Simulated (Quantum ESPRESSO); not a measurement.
# CuO (P6_3/mmc) in Quantum ESPRESSO: band structure with LDA

Aim: the band structure of CuO with LDA.

All numbers are computed with Quantum ESPRESSO 7.5; they aren't measurements. Logs are shortened: lines on timing, memory, paths and dates and some standing lists are left out, and cuts for length are marked.

## 1. The crystal as given

Symmetry: P6_3/mmc, No. 194, hexagonal system. Conventional cell: a = 3.180 Å, b = 3.180 Å, c = 4.431 Å, α = 90.00°, β = 90.00°, γ = 120.00°. Cu (site symmetry -3m) has 6 O at 2.14 Å and 2 Cu at 2.22 Å as nearest neighbours. O (site symmetry -6m2) has 6 Cu at 2.14 Å as nearest neighbours.

Measurements of this composition are mostly on another form, of space group No. 15.

## 2. Band structure, LDA

pw.in reads:

```
&CONTROL
  calculation = 'scf'
  prefix = 'pwscf'
  outdir = './tmp'
  pseudo_dir = './pseudo'
  tprnfor = .true.
  tstress = .true.
  disk_io = 'low'
/
&SYSTEM
  ibrav = 0
  celldm(1) = 8
  nat = 4
  ntyp = 2
  ecutwfc = 56
  ecutrho = 448
  nbnd = 34
  occupations = 'smearing'
  smearing = 'fd'
  degauss = 0.00367493
/
&ELECTRONS
  conv_thr = 8d-10
  electron_maxstep = 120
  mixing_beta = 0.5
/
ATOMIC_SPECIES
Cu    63.5460 cu_lda_v1.2.uspp.F.UPF
O     15.9990 o_lda_v1.2.uspp.F.UPF
CELL_PARAMETERS alat
  0.7510558453978   0.0000000000000   0.0000000000000
 -0.3755279226989   0.6504334425374   0.0000000000000
  0.0000000000000   0.0000000000000   1.0467879754397
ATOMIC_POSITIONS crystal
Cu     0.0000000000    0.0000000000    0.0000000000
Cu     0.0000000000    0.0000000000    0.5000000000
O      0.3333333333    0.6666666667    0.2500000000
O      0.6666666667    0.3333333333    0.7500000000
K_POINTS automatic
10 10 6 0 0 0
```

pp_density.in reads:

```
&INPUTPP
  prefix = 'pwscf'
  outdir = './tmp'
  filplot = 'density.dat'
  plot_num = 0
/
&PLOT
  nfile = 1
  filepp(1) = 'density.dat'
  iflag = 3
  output_format = 6
  fileout = 'density.cube'
/
```

pp_potential.in reads:

```
&INPUTPP
  prefix = 'pwscf'
  outdir = './tmp'
  filplot = 'potential.dat'
  plot_num = 11
/
&PLOT
  nfile = 1
  filepp(1) = 'potential.dat'
  iflag = 3
  output_format = 6
  fileout = 'potential.cube'
/
```

bands.in reads:

```
&CONTROL
  calculation = 'bands'
  prefix = 'pwscf'
  outdir = './tmp'
  pseudo_dir = './pseudo'
  disk_io = 'low'
  verbosity = 'high'
/
&SYSTEM
  ibrav = 0
  celldm(1) = 8
  nat = 4
  ntyp = 2
  ecutwfc = 56
  ecutrho = 448
  nbnd = 34
  occupations = 'smearing'
  smearing = 'fd'
  degauss = 0.00367493
/
&ELECTRONS
  conv_thr = 1d-08
  electron_maxstep = 120
  mixing_beta = 0.5
  diago_full_acc = .true.
  startingwfc = 'random'
/
ATOMIC_SPECIES
Cu    63.5460 cu_lda_v1.2.uspp.F.UPF
O     15.9990 o_lda_v1.2.uspp.F.UPF
CELL_PARAMETERS alat
  0.7510558453978   0.0000000000000   0.0000000000000
 -0.3755279226989   0.6504334425374   0.0000000000000
  0.0000000000000   0.0000000000000   1.0467879754397
ATOMIC_POSITIONS crystal
Cu     0.0000000000    0.0000000000    0.0000000000
Cu     0.0000000000    0.0000000000    0.5000000000
O      0.3333333333    0.6666666667    0.2500000000
O      0.6666666667    0.3333333333    0.7500000000
K_POINTS crystal
60
 0.0000000000  0.0000000000  0.0000000000 1
 0.0714285714  0.0000000000  0.0000000000 1
 0.1428571429  0.0000000000  0.0000000000 1
 0.2142857143  0.0000000000  0.0000000000 1
 0.2857142857  0.0000000000  0.0000000000 1
 0.3571428571  0.0000000000  0.0000000000 1
 0.4285714286  0.0000000000  0.0000000000 1
 0.5000000000  0.0000000000  0.0000000000 1
 0.4583333333  0.0833333333  0.0000000000 1
 0.4166666667  0.1666666667  0.0000000000 1
 0.3750000000  0.2500000000  0.0000000000 1
 0.3333333333  0.3333333333  0.0000000000 1
 0.2962962963  0.2962962963  0.0000000000 1
 0.2592592593  0.2592592593  0.0000000000 1
 0.2222222222  0.2222222222  0.0000000000 1
 0.1851851852  0.1851851852  0.0000000000 1
 0.1481481481  0.1481481481  0.0000000000 1
 0.1111111111  0.1111111111  0.0000000000 1
 0.0740740741  0.0740740741  0.0000000000 1
 0.0370370370  0.0370370370  0.0000000000 1
 0.0000000000  0.0000000000  0.0000000000 1
 0.0000000000  0.0000000000  0.1250000000 1
 0.0000000000  0.0000000000  0.2500000000 1
 0.0000000000  0.0000000000  0.3750000000 1
 0.0000000000  0.0000000000  0.5000000000 1
 0.0625000000  0.0000000000  0.5000000000 1
 0.1250000000  0.0000000000  0.5000000000 1
 0.1875000000  0.0000000000  0.5000000000 1
 0.2500000000  0.0000000000  0.5000000000 1
 0.3125000000  0.0000000000  0.5000000000 1
 0.3750000000  0.0000000000  0.5000000000 1
 0.4375000000  0.0000000000  0.5000000000 1
 0.5000000000  0.0000000000  0.5000000000 1
 0.4583333333  0.0833333333  0.5000000000 1
 0.4166666667  0.1666666667  0.5000000000 1
 0.3750000000  0.2500000000  0.5000000000 1
 0.3333333333  0.3333333333  0.5000000000 1
 0.3030303030  0.3030303030  0.5000000000 1
 0.2727272727  0.2727272727  0.5000000000 1
 0.2424242424  0.2424242424  0.5000000000 1
 0.2121212121  0.2121212121  0.5000000000 1
 0.1818181818  0.1818181818  0.5000000000 1
 0.1515151515  0.1515151515  0.5000000000 1
 0.1212121212  0.1212121212  0.5000000000 1
 0.0909090909  0.0909090909  0.5000000000 1
 0.0606060606  0.0606060606  0.5000000000 1
 0.0303030303  0.0303030303  0.5000000000 1
 0.0000000000  0.0000000000  0.5000000000 1
 0.5000000000  0.0000000000  0.5000000000 1
 0.5000000000  0.0000000000  0.4000000000 1
 0.5000000000  0.0000000000  0.3000000000 1
 0.5000000000  0.0000000000  0.2000000000 1
 0.5000000000  0.0000000000  0.1000000000 1
 0.5000000000  0.0000000000  0.0000000000 1
 0.3333333333  0.3333333333  0.0000000000 1
 0.3333333333  0.3333333333  0.1000000000 1
 0.3333333333  0.3333333333  0.2000000000 1
 0.3333333333  0.3333333333  0.3000000000 1
 0.3333333333  0.3333333333  0.4000000000 1
 0.3333333333  0.3333333333  0.5000000000 1
```

Potentials or basis: GBRV 1.5 LDA.

Started as:

```console
$ OMP_NUM_THREADS=1 pw.x -in pw.in > pw.out
$ OMP_NUM_THREADS=1 pp.x -in pp_density.in > pp_density.out
$ OMP_NUM_THREADS=1 pp.x -in pp_potential.in > pp_potential.out
$ OMP_NUM_THREADS=1 pw.x -in bands.in > bands.out
```

pw.out:

```text
This program is part of the open-source Quantum ESPRESSO suite
     for quantum simulation of materials; please cite
         "P. Giannozzi et al., J. Phys.:Condens. Matter 21 395502 (2009);
         "P. Giannozzi et al., J. Phys.:Condens. Matter 29 465901 (2017);
         "P. Giannozzi et al., J. Chem. Phys. 152 154105 (2020);
     in publications or presentations arising from this work. More details at

     Message from routine setup:
     using ibrav=0 with symmetry is DISCOURAGED, use correct ibrav instead

     G-vector sticks info
     --------------------
     sticks:   dense  smooth     PW     G-vecs:    dense   smooth      PW
     Sum        1123     559    163                41919    14829    2451

     Using Slab Decomposition

     bravais-lattice index     =            0
     lattice parameter (alat)  =       8.0000  a.u.
     unit-cell volume          =     261.8206 (a.u.)^3
     number of atoms/cell      =            4
     number of atomic types    =            2
     number of electrons       =        50.00
     number of Kohn-Sham states=           34
     kinetic-energy cutoff     =      56.0000  Ry
     charge density cutoff     =     448.0000  Ry
     scf convergence threshold =      8.0E-10
     mixing beta               =       0.5000
     number of iterations used =            8  plain     mixing
     Exchange-correlation= SLA  PZ   NOGX NOGC
                           (   1   1   0   0   0   0   0)

     celldm(1)=   8.000000  celldm(2)=   0.000000  celldm(3)=   0.000000
     celldm(4)=   0.000000  celldm(5)=   0.000000  celldm(6)=   0.000000

     crystal axes: (cart. coord. in units of alat)
               a(1) = (   0.751056   0.000000   0.000000 )
               a(2) = (  -0.375528   0.650433   0.000000 )
               a(3) = (   0.000000   0.000000   1.046788 )

     reciprocal axes: (cart. coord. in units 2 pi/alat)
               b(1) = (  1.331459  0.768718 -0.000000 )
               b(2) = (  0.000000  1.537436  0.000000 )
               b(3) = (  0.000000 -0.000000  0.955303 )

     PseudoPot. # 1 for Cu read from file:
     cu_lda_v1.2.uspp.F.UPF
     Pseudo is Ultrasoft + core correction, Zval = 19.0
     Generated by new atomic code, or converted to UPF format
     Using radial grid of  867 points,  6 beta functions with:
                l(1) =   0
                l(2) =   0
                l(3) =   1
                l(4) =   1
                l(5) =   2
                l(6) =   2
     Q(r) pseudized with  8 coefficients,  rinner =    1.150   1.150   1.150
                                                       1.150   1.150

     PseudoPot. # 2 for O  read from file:
     o_lda_v1.2.uspp.F.UPF
     Pseudo is Ultrasoft + core correction, Zval =  6.0
     Generated by new atomic code, or converted to UPF format
     Using radial grid of  737 points,  5 beta functions with:
                l(1) =   0
                l(2) =   0
                l(3) =   1
                l(4) =   1
                l(5) =   2
     Q(r) pseudized with  8 coefficients,  rinner =    0.900   0.900   0.900
                                                       0.900   0.900

     atomic species   valence    mass     pseudopotential
     Cu               19.00    63.54600     Cu( 1.00)
     O                 6.00    15.99900     O ( 1.00)

     24 Sym. Ops., with inversion, found (12 have fractional translation)

   Cartesian axes

     site n.     atom                  positions (alat units)
         1        Cu     tau(   1) = (   0.0000000   0.0000000   0.0000000  )
         2        Cu     tau(   2) = (   0.0000000   0.0000000   0.5233940  )
         3        O      tau(   3) = (  -0.0000000   0.4336223   0.2616970  )
         4        O      tau(   4) = (   0.3755279   0.2168111   0.7850910  )

     number of k points=    56  Fermi-Dirac smearing, width (Ry)=  0.0037
                       cart. coord. in units 2pi/alat
        k(    1) = (   0.0000000   0.0000000   0.0000000), wk =   0.0033333
        k(    2) = (   0.0000000   0.0000000   0.1592172), wk =   0.0066667
        k(    3) = (   0.0000000   0.0000000   0.3184344), wk =   0.0066667
        k(    4) = (   0.0000000   0.0000000  -0.4776516), wk =   0.0033333
        k(    5) = (   0.0000000   0.1537436   0.0000000), wk =   0.0200000
        k(    6) = (   0.0000000   0.1537436   0.1592172), wk =   0.0400000
[... 48 lines left out ...]
        k(   55) = (   0.3994377   0.6918463   0.3184344), wk =   0.0400000
        k(   56) = (   0.3994377   0.6918463  -0.4776516), wk =   0.0200000

     Dense  grid:    41919 G-vectors     FFT dimensions: (  45,  45,  60)

     Smooth grid:    14829 G-vectors     FFT dimensions: (  30,  30,  40)

     Check: negative core charge=   -0.000002

     Initial potential from superposition of free atoms

     starting charge      48.0000, renormalised to      50.0000
     Starting wfcs are   34 randomized atomic wfcs

     Self-consistent Calculation

     iteration #  1     ecut=    56.00 Ry     beta= 0.50
     Davidson diagonalization with overlap
     ethr =  1.00E-02,  avg # of iterations =  4.8

     total energy              =    -869.25304693 Ry
     estimated scf accuracy    <       4.15593931 Ry

     iteration #  2     ecut=    56.00 Ry     beta= 0.50
     Davidson diagonalization with overlap
     ethr =  8.31E-03,  avg # of iterations =  3.0
[... 64 lines left out ...]
     total energy              =    -871.44486776 Ry
     estimated scf accuracy    <          5.2E-09 Ry

     iteration # 12     ecut=    56.00 Ry     beta= 0.50
     Davidson diagonalization with overlap
     ethr =  1.03E-11,  avg # of iterations =  2.9

     End of self-consistent calculation

          k = 0.0000 0.0000 0.0000 (  1861 PWs)   bands (ev):

   -99.7347 -99.7005 -57.7928 -57.5389 -57.5389 -57.5134 -57.5114 -57.5114
    -7.2840  -5.6145   5.0196   6.2650   6.2650   7.3591   8.7065   8.7065
     9.1428   9.1428   9.4245   9.4245  10.0794  10.2228  10.2228  11.5774
    12.2885  12.2885  13.0417  16.5774  22.8774  23.6594  23.6594  29.0094
    30.1048  30.1056

          k = 0.0000 0.0000 0.1592 (  1850 PWs)   bands (ev):
[... 145 lines left out ...]
   -99.7173 -99.7173 -57.6531 -57.6531 -57.5301 -57.5301 -57.5264 -57.5264
    -6.0229  -6.0229   5.0944   5.0944   6.9842   6.9842   7.6804   7.6804
     9.0738   9.0738   9.6354   9.6354   9.8485   9.8485  11.0074  11.0074
    11.1861  11.1861  17.4022  17.4022  21.7592  21.7592  25.5831  25.5831
    25.8919  25.8919

          k = 0.0000-0.7687 0.0000 (  1860 PWs)   bands (ev):

   -99.7343 -99.7002 -57.7919 -57.5448 -57.5405 -57.5164 -57.5130 -57.5127
    -6.0948  -5.8737   4.3958   6.4297   6.8065   7.0256   7.5549   7.6257
     7.6558   9.4436   9.4621   9.8237   9.8288  10.0052  10.2016  10.4409
    12.0510  12.1716  18.1872  18.3041  21.1810  21.3577  23.0419  24.4679
    25.1676  26.1920

          k = 0.0000-0.7687 0.1592 (  1862 PWs)   bands (ev):

   -99.7321 -99.7025 -57.7734 -57.5429 -57.5386 -57.5318 -57.5183 -57.5145
    -6.0757  -5.8836   4.4548   6.1951   6.4961   7.3954   7.4686   7.5441
     7.9788   9.4897   9.4924   9.8498   9.9467  10.0111  10.2969  10.3023
    11.9618  12.0245  17.7585  18.1745  20.6893  22.9726  22.9877  24.4568
    25.3003  26.1808

          k = 0.0000-0.7687 0.3184 (  1854 PWs)   bands (ev):

   -99.7258 -99.7087 -57.7226 -57.5832 -57.5377 -57.5335 -57.5235 -57.5196
    -6.0262  -5.9146   4.6393   5.5135   6.6847   7.2761   7.4527   7.6937
     8.4748   9.5765   9.6105   9.6686   9.8038   9.9938  10.5127  10.6367
    11.6366  11.6709  17.3028  17.8222  21.0005  22.4766  24.8483  24.9439
    25.6113  26.1121

          k = 0.0000-0.7687-0.4777 (  1852 PWs)   bands (ev):

   -99.7173 -99.7173 -57.6531 -57.6531 -57.5306 -57.5306 -57.5266 -57.5266
    -5.9658  -5.9658   4.9823   4.9823   6.9626   6.9626   7.6313   7.6313
     9.0734   9.0734   9.6928   9.6928   9.7802   9.7802  11.1297  11.1297
    11.1432  11.1432  17.4125  17.4125  21.6889  21.6889  25.5114  25.5114
    25.9222  25.9222

          k = 0.1331 0.2306 0.0000 (  1833 PWs)   bands (ev):

   -99.7346 -99.7004 -57.7926 -57.5405 -57.5394 -57.5133 -57.5127 -57.5117
    -7.0415  -5.6299   5.4356   6.3217   6.3634   6.7788   7.8743   8.0149
     8.5662   9.2800   9.5341   9.6188  10.0767  10.2147  11.0338  11.4353
    11.6432  11.9854  14.5660  17.8097  22.0662  22.5175  24.2082  26.0428
    27.4501  27.5764
[... 243 lines left out ...]
   -99.7172 -99.7172 -57.6530 -57.6530 -57.5294 -57.5294 -57.5284 -57.5284
    -5.9079  -5.9079   5.4915   5.4915   6.2744   6.2744   7.4722   7.4722
     9.2244   9.2244   9.4602   9.4602   9.8704   9.8704  10.1947  10.1947
    12.1140  12.1140  18.6022  18.6022  21.4411  21.4411  22.7178  22.7178
    28.4542  28.4542

     the Fermi energy is    11.6850 ev

!    total energy              =    -871.44486776 Ry
     estimated scf accuracy    <          6.3E-10 Ry
     smearing contrib. (-TS)   =      -0.00201852 Ry
     internal energy E=F+TS    =    -871.44284925 Ry

     The total energy is F=E-TS. E is the sum of the following terms:
     one-electron contribution =    -616.41971630 Ry
     hartree contribution      =     335.75498356 Ry
     xc contribution           =     -90.63317518 Ry
     ewald contribution        =    -500.14494132 Ry

     convergence has been achieved in  12 iterations

     Forces acting on atoms (cartesian axes, Ry/au):

     atom    1 type  1   force =     0.00000000   -0.00000000   -0.00000000
     atom    2 type  1   force =     0.00000000    0.00000000    0.00000000
     atom    3 type  2   force =     0.00000000   -0.00000000    0.00000000
     atom    4 type  2   force =    -0.00000000    0.00000000   -0.00000000

     Total force =     0.000000     Total SCF correction =     0.000000

     Computing stress (Cartesian axis) and pressure

          total   stress  (Ry/bohr**3)                   (kbar)     P=      -93.61
  -0.00163187   0.00000000   0.00000000         -240.06        0.00        0.00
   0.00000000  -0.00163187   0.00000000            0.00     -240.06        0.00
   0.00000000   0.00000000   0.00135472            0.00        0.00      199.29

=------------------------------------------------------------------------------=
   JOB DONE.
=------------------------------------------------------------------------------=
```

Wall time 2.2 min (1 thread of Arm Neoverse V1, shared host); peak memory 0.23 GiB.

Results:

* Free energy: -11856.6114 eV
* Pressure: -9.4 GPa
* Band gap on the k mesh: none (metal or under the smearing width)

Levels at the corners of the path, in eV from the Fermi level:
```csv
point,band 22,band 23,band 24,band 25,band 26,band 27,band 28,band 29
Γ,-1.46,-1.46,-0.11,0.60,0.60,1.36,4.89,11.19
M,-1.68,-1.48,-1.24,0.37,0.49,6.50,6.62,9.50
K,-1.22,-1.05,-1.05,-0.73,-0.73,7.11,9.10,9.32
Γ,-1.46,-1.46,-0.11,0.60,0.60,1.36,4.89,11.19
A,-2.35,-0.15,-0.15,-0.15,-0.15,4.09,4.09,13.64
L,-1.91,-0.56,-0.56,-0.54,-0.54,5.73,5.73,10.00
H,-1.78,-1.52,-1.52,0.47,0.47,7.04,7.04,9.72
A,-2.35,-0.15,-0.15,-0.15,-0.15,4.09,4.09,13.64
L,-1.91,-0.56,-0.56,-0.54,-0.54,5.73,5.73,10.00
M,-1.68,-1.48,-1.24,0.37,0.49,6.50,6.62,9.50
K,-1.22,-1.05,-1.05,-0.73,-0.73,7.11,9.10,9.32
H,-1.78,-1.52,-1.52,0.47,0.47,7.04,7.04,9.72
```

Caveat: the run has no spin polarisation, though such a crystal can be magnetic; semilocal functionals often make such compounds metallic where correlation or magnetic order opens a gap, which also shifts bond lengths. With open d or f shells a metallic result of LDA can be an artefact of self-interaction; +U or a hybrid may open a gap.

## 3. The reference run

An earlier run on the cell as given: functional PBE; potentials or basis SSSP 1.3 efficiency PBE; cutoff 748 eV; density cutoff 5987 eV; k mesh 10 × 10 × 6; occupations fermi-dirac, width 0.05 eV; no spin polarisation.

- Pressure: 5.9 GPa
- Band gap on the k mesh: none (metal or under the smearing width)
